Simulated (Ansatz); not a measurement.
# Rhodium, diamond under PBE: structure, energy and stiffness, part 1 of 2

What does PBE give for rhodium in the diamond structure? We relax it, solve it on a dense k-mesh, switch on spin-orbit coupling, then scale the cell to 7 volumes from 88 to 112 % of the relaxed one and try a fit of the equation of state. The k-meshes are 10×10×10 for the relaxation; 16×16×16 for the dense run; 10×10×10 for spin-orbit coupling; 11×11×11 for the volumes.

This is Rh in the diamond structure; at room conditions it is fcc.

Method: DFT PBE, plane waves (420 eV) with PAW, scalar-relativistic, in Ansatz 0.2.0.

### Step 1. Starting point

Symmetry: Fd-3m, No. 227, cubic system. The conventional cell has a = 5.296 Å, b = 5.296 Å, c = 5.296 Å, α = 90.00°, β = 90.00°, γ = 90.00°. Rh (site symmetry -43m) has 4 Rh at 2.29 Å as nearest neighbours.

Structure file:

```cif
data_structure
_symmetry_space_group_name_H-M 'P 1'
_symmetry_Int_Tables_number 1
_cell_length_a 3.7446
_cell_length_b 3.7446
_cell_length_c 3.7446
_cell_angle_alpha 60.000
_cell_angle_beta 60.000
_cell_angle_gamma 60.000
_cell_volume 37.13
loop_
_atom_site_label
_atom_site_type_symbol
_atom_site_fract_x
_atom_site_fract_y
_atom_site_fract_z
_atom_site_occupancy
Rh1 Rh 0.12500 0.12500 0.12500 1
Rh2 Rh 0.87500 0.87500 0.87500 1
```

### Step 2. Relaxation of the cell

input.yaml

```yaml
crystal:
  lattice:
    - [0.0, 2.647863974, 2.647863974]
    - [2.647863974, 0.0, 2.647863974]
    - [2.647863974, 2.647863974, 0.0]
  atoms:
    - { symbol: Rh, position: [0.125, 0.125, 0.125] }
    - { symbol: Rh, position: [0.875, 0.875, 0.875] }
hamiltonian:
  xc: pbe
  pseudopotentials:
    kind: paw
    azcp:
      Rh: "pseudopotentials/Rh.paw.azcp"
basis:
  ecutwfc: 420
  fft_grid_basis: typed
kpoints:
  mp_grid: { grid: [10, 10, 10], shift: [0, 0, 0] }
magnetization:
  spin_polarized: false
scf:
  occupations: { method: fermi_dirac, width: 0.1 }
relax:
  max_steps: 60
  f_tol: 0.01
  cell: {}
```

Launch:

```sh
$ ansatz run input.yaml --threads 1 --pin off --max-ram 3584MiB --backend cpu --events-out ev --progress --plain --runs-dir out
```

Log:

```text
Engine: ansatz 0.2.0, x86_64-unknown-linux-gnu
Pseudopotentials: kind: paw
Pseudopotential: Rh, paw, valence charge 17, recommended cutoff 420 eV (normal), <dir>
Functional definition: PBE
  parameter kappa = 0.804
  parameter beta = 0.06672455060314922
  exchange = pbe_x(kappa = kappa, mu = beta*pi^2/3)
  correlation = pbe_c(beta = beta)
Crystal: 2 atoms, lattice volume = 37.129 Å³
Basis set: ecut = 420 eV, 725 PW (Γ), exchange–correlation on 54×54×54 points (8 copies of the dense FFT grid, shifted against one another)
Bands: 21, of which v1, the nominal top of the filled ones, is band 17 counted from 1 (16 counted from 0)
Symmetry: 48 space group operations
Space group: Fd-3m (ITA 227), of the structure as read, at distance tolerance 3.3e-5 Å
k-points: 47 of 1000
Non-local potential: Rh, projectors of the file, l = 0: 3, l = 1: 2, l = 2: 2, l = 3: 1
PAW form: soft (Blöchl's): semilocal exchange-correlation on the pseudo side does not see the compensation charge
PAW one-centre angular grid: Rh, 590 points (default); XC on 64 Gauss nodes
Initial density: superposition of atomic densities (neutral atoms: chi_scale 0, normalization atom), corrected by the library's trained network
Initial wavefunctions: pseudopotential atomic-orbital guess
Functional: x = pbe(κ = 0.804, μ = 0.2195149727645171), c = pbe(β = 0.06672455060314922)
SCF iter   1: F=—  HF=-12803.324899 eV  |F-HF|=—  |Δ(HF+E_count)|=         —  Δρ=8.56e-3  dr2=2.07e-2  ethr=1.77e-3  ⟨swp⟩=5.7  Hψ=4332  notcnv=0
preconditioner: auto → Kerker (q_TF=auto, 2.689 Å⁻¹)  [metal: Δε(μ)=0.030 eV  Ē_g=6.682 eV  σ=0.100 eV  W_gap=0.08  n_scr=14 (ndim 8)  ℏωp=25.9 eV  f_vac=0.008  D(μ)=2.81/eV (n_scr^D=26)]
SCF iter   2: F=—  HF=-12803.324696 eV  |F-HF|=—  |Δ(HF+E_count)|=   2.03e-4  Δρ=3.80e-3  dr2=3.73e-3  ethr=6.10e-5  ⟨swp⟩=2.0  Hψ=1503  notcnv=0
SCF iter   3: F=—  HF=-12803.324909 eV  |F-HF|=—  |Δ(HF+E_count)|=   2.14e-4  Δρ=8.00e-4  dr2=9.75e-5  ethr=1.10e-5  ⟨swp⟩=2.0  Hψ=1385  notcnv=0
SCF iter   4: F=—  HF=-12803.325062 eV  |F-HF|=—  |Δ(HF+E_count)|=   1.52e-4  Δρ=1.21e-4  dr2=3.17e-6  ethr=2.87e-7  ⟨swp⟩=2.1  Hψ=1441  notcnv=0
SCF iter   5: F=—  HF=-12803.325068 eV  |F-HF|=—  |Δ(HF+E_count)|=   5.65e-6  Δρ=3.89e-5  dr2=4.05e-7  ethr=9.32e-9  ⟨swp⟩=2.1  Hψ=1688  notcnv=0
SCF iter   6: F=-12803.325068 eV  HF=-12803.325068 eV  |F-HF|=1.41e-9  |Δ(HF+E_count)|=   7.78e-7  Δρ=8.92e-6  dr2=4.70e-8  ethr=2.94e-10  ⟨swp⟩=4.3  Hψ=3359  notcnv=0
SCF 1 converged in 6 iterations: F = -12803.325068 eV  dr2 = 4.70e-8
relax step   1: F+E_penalty+E_count = -12803.32506832 eV  Δ(F+E_penalty+E_count) = +0.000e0 eV  max|allowed force component| = 6.939e-18 eV/Å  Δτ_max = 0.0000 Å  P = +21.312 GPa  Ω = 37.129 Å³  (6 SCF iters, dr2 threshold 1.00e-7 eV, accepted)
Crystal: 2 atoms, lattice volume = 42.565 Å³
Basis set: ecut = 420 eV, 869 PW (Γ), exchange–correlation on 54×54×54 points (8 copies of the dense FFT grid, shifted against one another)
Initial density: handed on by an earlier stage of this run
Initial wavefunctions: those handed on with the density
iter 1 solved again at ethr=1.06e-4 eV; its pass at ethr=3.10e-3 eV (dr2=3.60e-2 eV) is discarded
SCF iter   1: F=—  HF=-12803.610598 eV  |F-HF|=—  |Δ(HF+E_count)|=         —  Δρ=9.60e-3  dr2=3.88e-2  ethr=1.06e-4  ⟨swp⟩=1.0  Hψ=5340  notcnv=0
preconditioner: auto → LDOS  [metal: Δε(μ)=0.030 eV  Ē_g=5.810 eV  σ=0.100 eV  W_gap=0.08  n_scr=14 (ndim 8)  ℏωp=24.1 eV  f_vac=0.018  D(μ)=3.45/eV (n_scr^D=50)  β→1.0]
SCF iter   2: F=—  HF=-12803.606499 eV  |F-HF|=—  |Δ(HF+E_count)|=   4.10e-3  Δρ=5.34e-3  dr2=8.32e-3  ethr=1.06e-4  ⟨swp⟩=2.0  Hψ=1602  notcnv=0
SCF iter   3: F=—  HF=-12803.605405 eV  |F-HF|=—  |Δ(HF+E_count)|=   1.09e-3  Δρ=1.55e-3  dr2=1.11e-3  ethr=2.45e-5  ⟨swp⟩=2.1  Hψ=1673  notcnv=0
SCF iter   4: F=—  HF=-12803.605191 eV  |F-HF|=—  |Δ(HF+E_count)|=   2.14e-4  Δρ=3.84e-4  dr2=7.75e-5  ethr=3.25e-6  ⟨swp⟩=2.4  Hψ=1460  notcnv=0
SCF iter   5: F=—  HF=-12803.605170 eV  |F-HF|=—  |Δ(HF+E_count)|=   2.09e-5  Δρ=4.73e-5  dr2=1.07e-6  ethr=2.28e-7  ⟨swp⟩=2.0  Hψ=1393  notcnv=0
SCF iter   6: F=-12803.605170 eV  HF=-12803.605170 eV  |F-HF|=8.35e-10  |Δ(HF+E_count)|=   7.86e-8  Δρ=2.88e-6  dr2=3.58e-9  ethr=5.88e-10  ⟨swp⟩=4.3  Hψ=3357  notcnv=0
SCF 2 converged in 6 iterations: F = -12803.605170 eV  dr2 = 3.58e-9
relax step   2: F+E_penalty+E_count = -12803.60516958 eV  Δ(F+E_penalty+E_count) = -2.801e-1 eV  max|allowed force component| = 7.517e-18 eV/Å  Δτ_max = 0.0000 Å  P = -1.698 GPa  Ω = 42.565 Å³  energy of the carried Pulay correction = -3.058e-3 eV  (6 SCF iters, dr2 threshold 2.00e-7 eV, accepted)
Crystal: 2 atoms, lattice volume = 42.111 Å³
iter 1 solved again at ethr=5.03e-7 eV; its pass at ethr=3.10e-3 eV (dr2=1.71e-4 eV) is discarded
SCF iter   1: F=—  HF=-12803.608419 eV  |F-HF|=—  |Δ(HF+E_count)|=         —  Δρ=8.30e-4  dr2=2.88e-4  ethr=5.03e-7  ⟨swp⟩=2.0  Hψ=5076  notcnv=0
eigensolver tolerance schedule calibrated: the retry pair's looser diagonalisation under-reported the residual by θ = 0.41 (0.11/decade); ethr = c·dr2/N_el runs at the constant in force after the calibration composes with the one it found (an armed cap, an earlier calibration), c = 8.7e-2
preconditioner: auto → LDOS  [metal: Δε(μ)=0.011 eV  Ē_g=5.854 eV  σ=0.100 eV  W_gap=0.03  n_scr=14 (ndim 8)  ℏωp=24.3 eV  f_vac=0.017  D(μ)=3.37/eV (n_scr^D=50)  β→1.0]
SCF iter   2: F=—  HF=-12803.608383 eV  |F-HF|=—  |Δ(HF+E_count)|=   3.60e-5  Δρ=5.00e-4  dr2=7.34e-5  ethr=5.03e-7  ⟨swp⟩=2.0  Hψ=1693  notcnv=0
SCF iter   3: F=—  HF=-12803.608369 eV  |F-HF|=—  |Δ(HF+E_count)|=   1.32e-5  Δρ=1.13e-4  dr2=6.10e-6  ethr=1.87e-7  ⟨swp⟩=2.0  Hψ=1691  notcnv=0
SCF iter   4: F=—  HF=-12803.608368 eV  |F-HF|=—  |Δ(HF+E_count)|=   1.05e-6  Δρ=2.32e-5  dr2=3.05e-7  ethr=1.56e-8  ⟨swp⟩=2.0  Hψ=1372  notcnv=0
SCF iter   5: F=-12803.608368 eV  HF=-12803.608368 eV  |F-HF|=1.02e-9  |Δ(HF+E_count)|=   2.71e-8  Δρ=2.41e-6  dr2=2.60e-9  ethr=5.11e-10  ⟨swp⟩=4.0  Hψ=3250  notcnv=0
SCF 3 converged in 5 iterations: F = -12803.608368 eV  dr2 = 2.60e-9
relax step   3: F+E_penalty+E_count = -12803.60836836 eV  Δ(F+E_penalty+E_count) = -3.199e-3 eV  max|allowed force component| = 6.939e-18 eV/Å  Δτ_max = 0.0000 Å  P = -0.373 GPa  Ω = 42.111 Å³  energy of the carried Pulay correction = -2.819e-3 eV  (5 SCF iters, dr2 threshold 2.00e-7 eV, accepted)
Crystal: 2 atoms, lattice volume = 41.984 Å³
iter 1 solved again at ethr=3.66e-8 eV; its pass at ethr=3.10e-3 eV (dr2=1.24e-5 eV) is discarded
SCF iter   1: F=—  HF=-12803.608584 eV  |F-HF|=—  |Δ(HF+E_count)|=         —  Δρ=2.32e-4  dr2=2.27e-5  ethr=3.66e-8  ⟨swp⟩=2.0  Hψ=4970  notcnv=0
preconditioner: auto → LDOS  [metal: Δε(μ)=0.011 eV  Ē_g=5.873 eV  σ=0.100 eV  W_gap=0.03  n_scr=14 (ndim 8)  ℏωp=24.3 eV  f_vac=0.017  D(μ)=3.35/eV (n_scr^D=50)  β→1.0]
SCF iter   2: F=—  HF=-12803.608580 eV  |F-HF|=—  |Δ(HF+E_count)|=   4.27e-6  Δρ=1.39e-4  dr2=5.67e-6  ethr=3.66e-8  ⟨swp⟩=2.0  Hψ=1726  notcnv=0
SCF iter   3: F=—  HF=-12803.608579 eV  |F-HF|=—  |Δ(HF+E_count)|=   8.85e-7  Δρ=3.20e-5  dr2=4.92e-7  ethr=1.67e-8  ⟨swp⟩=2.1  Hψ=1689  notcnv=0
SCF iter   4: F=-12803.608579 eV  HF=-12803.608579 eV  |F-HF|=1.48e-8  |Δ(HF+E_count)|=   8.58e-8  Δρ=6.65e-6  dr2=2.49e-8  ethr=5.88e-10  ⟨swp⟩=4.0  Hψ=3221  notcnv=0
SCF 4 converged in 4 iterations: F = -12803.608579 eV  dr2 = 2.49e-8
relax step   4: F+E_penalty+E_count = -12803.60857909 eV  Δ(F+E_penalty+E_count) = -2.107e-4 eV  max|allowed force component| = 1.995e-17 eV/Å  Δτ_max = 0.0000 Å  P = +0.010 GPa  Ω = 41.984 Å³  energy of the carried Pulay correction = -2.751e-3 eV  (4 SCF iters, dr2 threshold 2.00e-7 eV, accepted)
Initial wavefunctions: pseudopotential atomic-orbital guess (no wavefunctions were taken with the density)
iter 1 solved again at ethr=4.22e-7 eV; its pass at ethr=3.10e-3 eV (dr2=1.43e-4 eV) is discarded
SCF iter   1: F=—  HF=-12803.603733 eV  |F-HF|=—  |Δ(HF+E_count)|=         —  Δρ=1.33e-3  dr2=2.67e-5  ethr=4.22e-7  ⟨swp⟩=3.0  Hψ=6630  notcnv=0
preconditioner: auto → LDOS  [metal: Δε(μ)=0.012 eV  Ē_g=5.874 eV  σ=0.100 eV  W_gap=0.03  n_scr=14 (ndim 8)  ℏωp=24.3 eV  f_vac=0.017  D(μ)=3.36/eV (n_scr^D=50)  β→1.0]
SCF iter   2: F=—  HF=-12803.611414 eV  |F-HF|=—  |Δ(HF+E_count)|=   7.68e-3  Δρ=1.23e-4  dr2=9.82e-6  ethr=7.84e-8  ⟨swp⟩=2.0  Hψ=1438  notcnv=0
SCF iter   3: F=—  HF=-12803.611410 eV  |F-HF|=—  |Δ(HF+E_count)|=   4.52e-6  Δρ=4.38e-5  dr2=6.27e-7  ethr=2.89e-8  ⟨swp⟩=2.0  Hψ=1392  notcnv=0
SCF iter   4: F=—  HF=-12803.611411 eV  |F-HF|=—  |Δ(HF+E_count)|=   1.71e-6  Δρ=2.81e-5  dr2=3.84e-7  ethr=1.84e-9  ⟨swp⟩=2.6  Hψ=1829  notcnv=0
SCF iter   5: F=—  HF=-12803.611411 eV  |F-HF|=—  |Δ(HF+E_count)|=   3.55e-8  Δρ=2.35e-6  dr2=1.35e-9  ethr=1.13e-9  ⟨swp⟩=2.0  Hψ=1415  notcnv=0
SCF iter   6: F=—  HF=-12803.611411 eV  |F-HF|=—  |Δ(HF+E_count)|=   1.78e-9  Δρ=3.50e-7  dr2=6.20e-11  ethr=3.96e-12  ⟨swp⟩=2.1  Hψ=1860  notcnv=0
SCF iter   7: F=-12803.611411 eV  HF=-12803.611411 eV  |F-HF|=3.64e-12  |Δ(HF+E_count)|=    0.00e0  Δρ=2.22e-8  dr2=1.83e-13  ethr=1.00e-12  ⟨swp⟩=5.4  Hψ=4209  notcnv=0
SCF 5 converged in 7 iterations: F = -12803.611411 eV  dr2 = 1.83e-13
relax step   5: F+E_penalty+E_count = -12803.61141131 eV  Δ(F+E_penalty+E_count) = -2.832e-3 eV  max|allowed force component| = 2.082e-17 eV/Å  Δτ_max = 0.0000 Å  P = +0.046 GPa  Ω = 41.984 Å³  stress off target by 4.55e-2 GPa  SCF on the basis re-selected at this cell (its energy is not comparable with the rows above)  (7 SCF iters)
basis re-selected at this cell: Δ(F+E_penalty+E_count) = -2.832e-3 eV, ΔP = +0.036 GPa vs the last step (what re-selecting the basis moved, of the pressure what is left beyond the Pulay correction that the steps carried, after the strain that the cell walked since its last selection, with what the two solves' SCF thresholds leave and, on support functions, any second-order correction that the steps lacked; it is no measure of the basis error at this ecutwfc). This SCF's stress stands 4.55e-2 GPa from its target on what of the cell is left free (relax.cell.stress_tol is 5.00e-2 GPa) and its largest allowed force component is 2.08e-17 eV/Å (relax.f_tol is 1.00e-2 eV/Å): within both
SCF converged after 7 iterations
Free energy (F): -12803.611411 eV
Harris-Foulkes:  -12803.611411 eV  (|F-HF|=3.64e-12)
Internal energy: -12803.501722 eV  (E = F + TS)
E sigma→0 (E₀):  -12803.556566 eV
Entropy (-TS):   -0.109690 eV (-54.845 meV/atom)
Fermi energy:    13.202001 eV
--- Per-component energies (eV) ---
  E_band       = -481.227259
  E_kinetic    = 1143.283772
  E_local      = -4722.223265  (includes V_loc(G=0)·N_el)
  E_nonlocal   = 713.866647
  E_hartree    = 1740.412431
  E_xc         = -440.236959
  E_vxc        = -552.178741  (∫ρ·V_xc dr)
  E_paw        = -7175.440459  (= ΣΔE_a)
  E_vpaw       = -544.802286  (= ΣTr[D̂ρ^β])
  E_aug_tail   = 0.001734  (compensation charges beyond the density's cutoff)
  E_ewald      = -4063.165624
  E_smearing   = -0.109690  (= −TS)
  E_closure    = -0.000000  (closes the sum)
  Σ components = -12803.611411   (vs F -12803.611411, Δ=0.00e0)
--- Forces (eV/Å), atoms counted from 1 ---
  atom   1  Rh     0.00000000     0.00000000    -0.00000000
  atom   2  Rh    -0.00000000    -0.00000000    -0.00000000
  max |Σ_I F_I| component: 8.10e-18 eV/Å
--- Stress (GPa, compression-positive) ---
        0.045514       0.000000      -0.000000
        0.000000       0.045514       0.000000
       -0.000000       0.000000       0.045514
  P = ⅓ Tr σ = 0.0455 GPa (0.455 kbar)
--- Relaxed structure (4 steps of the walk, 4 accepted, 1 SCFs on fresh bases) ---
  F+E_penalty+E_count = -12803.61141131 eV   max|allowed force component| = 2.082e-17 eV/Å   (the final SCF, on the basis selected at the relaxed cell)
  cell:  # Å, volume = 41.9844 Å³
    - [6.522076202106355e-33, 2.7585814736334426, 2.7585814736334426]
    - [2.7585814736334426, 9.834068023488487e-33, 2.7585814736334426]
    - [2.7585814736334426, 2.7585814736334426, 5.732293537007525e-35]
  atoms:
    - { symbol: Rh, position: [0.12499999999999999, 0.12499999999999999, 0.12499999999999999] }
    - { symbol: Rh, position: [0.875, 0.875, 0.875] }
```

Run time: 12 s. Hardware: 1 thread of Intel Xeon Platinum 8259CL at 2.50GHz (Skylake/Cascade Lake), shared host; peak memory 0.53 GiB.

Relaxation path:

```
step  energy change (meV/atom)  largest force (eV/Å)  pressure (GPa)  volume (Å³/atom)
   1                      0.00                0.0000           21.31            18.565
   2                   -140.05                0.0000           -1.70            21.283
   3                   -141.65                0.0000           -0.37            21.055
   4                   -141.76                0.0000            0.01            20.992
   5                   -143.17                0.0000            0.05            20.992
```

Steps that repeat a cell are solved on a basis chosen anew, so their changes of energy are no gain of the relaxation.

The cell of the run, before and after:

|  | before | after | change |
| --- | --- | --- | --- |
| a (Å) | 3.745 | 3.901 | +4.2 % |
| b (Å) | 3.745 | 3.901 | +4.2 % |
| c (Å) | 3.745 | 3.901 | +4.2 % |
| volume (Å³/atom) | 18.565 | 20.992 | +13.1 % |
| shortest distance (Å) | 2.293 | 2.389 | +4.2 % |
| space group (spins left aside) | Fd-3m | Fd-3m | same |

### Step 3. Dense single point

input.yaml

```yaml
crystal:
  lattice:
    - [0.0, 2.7585814736, 2.7585814736]
    - [2.7585814736, 0.0, 2.7585814736]
    - [2.7585814736, 2.7585814736, 0.0]
  atoms:
    - { symbol: Rh, position: [0.125, 0.125, 0.125] }
    - { symbol: Rh, position: [0.875, 0.875, 0.875] }
hamiltonian:
  xc: pbe
  pseudopotentials:
    kind: paw
    azcp:
      Rh: "pseudopotentials/Rh.paw.azcp"
basis:
  ecutwfc: 420
  fft_grid_basis: typed
kpoints:
  mp_grid: { grid: [16, 16, 16], shift: [0, 0, 0] }
magnetization:
  spin_polarized: false
scf:
  occupations: { method: fermi_dirac, width: 0.1 }
output:
  write_density: true
  write_potential: true
  elf: true
  volumetric_format: npy
```

Launch:

```sh
$ ansatz run input.yaml --threads 1 --pin off --max-ram 3584MiB --backend cpu --events-out ev --progress --plain --runs-dir out
```

Log, shortened:

```text
[...]
[... 3 set-up lines as earlier in the session ...]
[...]
Crystal: 2 atoms, lattice volume = 41.984 Å³
Basis set: ecut = 420 eV, 869 PW (Γ)
Bands: 21, of which v1, the nominal top of the filled ones, is band 17 counted from 1 (16 counted from 0)
[... 1 set-up line as earlier in the session ...]
Space group: Fd-3m (ITA 227), of the structure as read, at distance tolerance 3.5e-5 Å
k-points: 145 of 4096
[...]
SCF iter   1: F=—  HF=-12803.611576 eV  |F-HF|=—  |Δ(HF+E_count)|=         —  Δρ=7.91e-3  dr2=1.93e-2  ethr=1.77e-3  ⟨swp⟩=6.0  Hψ=13167  notcnv=0
[...]
SCF iter   6: F=-12803.611835 eV  HF=-12803.611835 eV  |F-HF|=3.02e-10  |Δ(HF+E_count)|=   1.27e-7  Δρ=1.07e-6  dr2=3.53e-10  ethr=1.96e-10  ⟨swp⟩=1.0  Hψ=8734  notcnv=0
[...]
SCF converged after 6 iterations
Free energy (F): -12803.611835 eV
[...]
E sigma→0 (E₀):  -12803.557298 eV
Entropy (-TS):   -0.109076 eV (-54.538 meV/atom)
Fermi energy:    13.190125 eV
[...]
--- Band table (eV; the first three rows and the last of 145) ---
  k-point 0: bands = ["-65.8105", "-65.5015", "-33.8665", "-33.8665", "-33.8665", "-33.2604", "-33.2604", "-33.2604", "7.6035", "8.9874", "8.9874", "9.3221", "9.3221", "9.3221", "11.7752", "11.7752", "11.7752", "13.5508", "13.5508", "25.6771", "25.8580"]
[...]
```

Wall time 8.4 s (1 thread of Intel Xeon Platinum 8259CL at 2.50GHz (Skylake/Cascade Lake), shared host); peak memory 0.56 GiB.

The maps below are laid out on this run's own conventional cell (a, b, c = 5.517, 5.517, 5.517 Å).

Density in a lattice plane of the grid's cell (edges 5.52 and 5.52 Å, at 0.125 of the third edge), which holds Rh.

Values in e/Å³, 12 rows by 12 columns:
```
 0.26  0.36  0.36  0.26  0.21  0.17  0.13  0.12  0.12  0.13  0.17  0.21
 0.13  0.12  0.12  0.13  0.17  0.21  0.26  0.36  0.36  0.26  0.21  0.17
 0.08  0.06  0.06  0.08  0.13  0.26  0.74  2.71  2.71  0.74  0.26  0.13
 0.06  0.04  0.04  0.06  0.12  0.36  2.71 10.24 10.24  2.71  0.36  0.12
 0.06  0.04  0.04  0.06  0.12  0.36  2.71 10.24 10.24  2.71  0.36  0.12
 0.08  0.06  0.06  0.08  0.13  0.26  0.74  2.71  2.71  0.74  0.26  0.13
 0.13  0.12  0.12  0.13  0.17  0.21  0.26  0.36  0.36  0.26  0.21  0.17
 0.26  0.36  0.36  0.26  0.21  0.17  0.13  0.12  0.12  0.13  0.17  0.21
 0.74  2.71  2.71  0.74  0.26  0.13  0.08  0.06  0.06  0.08  0.13  0.26
 2.71 10.24 10.24  2.71  0.36  0.12  0.06  0.04  0.04  0.06  0.12  0.36
 2.71 10.24 10.24  2.71  0.36  0.12  0.06  0.04  0.04  0.06  0.12  0.36
 0.74  2.71  2.71  0.74  0.26  0.13  0.08  0.06  0.06  0.08  0.13  0.26
```
Columns run along the first of these edges and rows up along the second, over one cell in 12 and 12 even steps from the bottom left corner. Atoms in the plane (fractional): Rh at (0.12, 0.12), Rh at (0.62, 0.62).

ELF in the same plane.

Ten even steps from '0' (0.06) to '9' (0.78):
```
223332222221111111112222
222222222222222222222222
222222222222222222222222
111111112222223332222221
000000011222356765322211
000000012223579997532221
000000012224799999742221
000000012224799999742221
000000012223579997532221
000000011222356765322211
111111112222223332222221
222222222222222222222222
222222222222222222222222
223332222221111111112222
356765322211000000011222
579997532221000000012223
799999742221000000012224
799999742221000000012224
579997532221000000012223
356765322211000000011222
```
Columns run along the first of these edges and rows up along the second, over one cell in 24 and 20 even steps from the bottom left corner. Atoms in the plane (fractional): Rh at (0.12, 0.12), Rh at (0.62, 0.62).

Both are smooth fields of the valence electrons: close to the nuclei they are not physical.

### Step 4. Spin-orbit coupling switched on

Changes to input.yaml since step 3:

```diff
@@ -11,3 +11,3 @@
   pseudopotentials:
-    kind: paw
+    kind: paw_fr
     azcp:
@@ -18,11 +18,7 @@
 kpoints:
-  mp_grid: { grid: [16, 16, 16], shift: [0, 0, 0] }
+  mp_grid: { grid: [10, 10, 10], shift: [0, 0, 0] }
 magnetization:
-  spin_polarized: false
+  noncollinear: true
+  spin_orbit: true
 scf:
   occupations: { method: fermi_dirac, width: 0.1 }
-output:
-  write_density: true
-  write_potential: true
-  elf: true
-  volumetric_format: npy
```

Launch:

```sh
$ ansatz run input.yaml --threads 1 --pin off --max-ram 3584MiB --backend cpu --events-out ev --progress --plain --runs-dir out
```

Log, shortened:

```text
[...]
Pseudopotentials: kind: paw_fr
Pseudopotential: Rh, paw_fr, valence charge 17, recommended cutoff 420 eV (normal), <dir>
[... 1 set-up line as earlier in the session ...]
[...]
non-collinear run that drives no moment, with spin-orbit: no starting moment large enough to seed its density (crystal.atoms[].spin), no starting occupations that ask for one, no magnetisation constraint and no magnetic field, so the semilocal B_xc is pinned to zero
Crystal: 2 atoms, lattice volume = 41.984 Å³
Basis set: ecut = 420 eV, 869 PW (Γ)
Bands: 42, of which v1, the nominal top of the filled ones, is band 34 counted from 1 (33 counted from 0)
Symmetry: 48 space group operations + 48 with time reversal
Magnetic group: BNS 227.129 (UNI 1631), of the structure as read, at distance tolerance 3.5e-5 Å
k-points: 47 of 1000
Projection manifold: j_resolved (fully-relativistic pseudo-atomic orbitals)
[...]
SCF iter   1: F=—  HF=-12807.723823 eV  |F-HF|=—  |Δ(HF+E_count)|=         —  Δρ=7.56e-2  dr2=2.17e0  dr2_m=0.00e0 (ungated)  ethr=3.10e-3  |M|=0.00e0 ∫|m|=0.00e0 μB  |m|>n=0.0e0 m-floor=0.0e0 τ_xc=0.0e0  β_m=0.30  ⟨swp⟩=8.3  Hψ=4800  notcnv=0
[...]
spin=Noncollinear: Kerker preconditioning applied to the charge; magnetization (m_x, m_y, m_z) channels mix plain (no charge-response kernel on spin).
[...]
SCF iter   8: F=-12807.228220 eV  HF=-12807.228220 eV  |F-HF|=9.42e-9  |Δ(HF+E_count)|=   1.32e-7  Δρ=1.01e-5  dr2=3.02e-8  dr2_m=0.00e0 (ungated)  ethr=2.94e-10  |M|=0.00e0 ∫|m|=0.00e0 μB  |m|>n=0.0e0 m-floor=0.0e0 τ_xc=0.0e0  ⟨swp⟩=1.0  Hψ=2595  notcnv=0
[...]
SCF converged after 8 iterations
Magnetization: |M| = 0.0000 μB,  M = (+0.0000, +0.0000, +0.0000) μB
Absolute magnetization: 0.0000 μB (∫|m|)
  site 0: m = (+0.0000, +0.0000, +0.0000) μB, |m| = 0.0000 μB  (R = 0.99 Å)
  site 1: m = (+0.0000, +0.0000, +0.0000) μB, |m| = 0.0000 μB  (R = 0.99 Å)
Free energy (F): -12807.228220 eV
[...]
E sigma→0 (E₀):  -12807.172991 eV
Entropy (-TS):   -0.110460 eV (-55.230 meV/atom)
Fermi energy:    13.206919 eV
[...]
```

It took 15 s on 1 thread of Intel Xeon Platinum 8259CL at 2.50GHz (Skylake/Cascade Lake), shared host; peak memory 0.53 GiB.

With and without spin-orbit coupling:

```
                          scalar-relativistic      with spin-orbit coupling
         k-mesh                      16×16×16                      10×10×10
gap on the mesh  none (levels filled in part)  none (levels filled in part)
```

The meshes differ, so small differences between the columns need not come from spin-orbit coupling.

(Continued in part 2 of 2.)
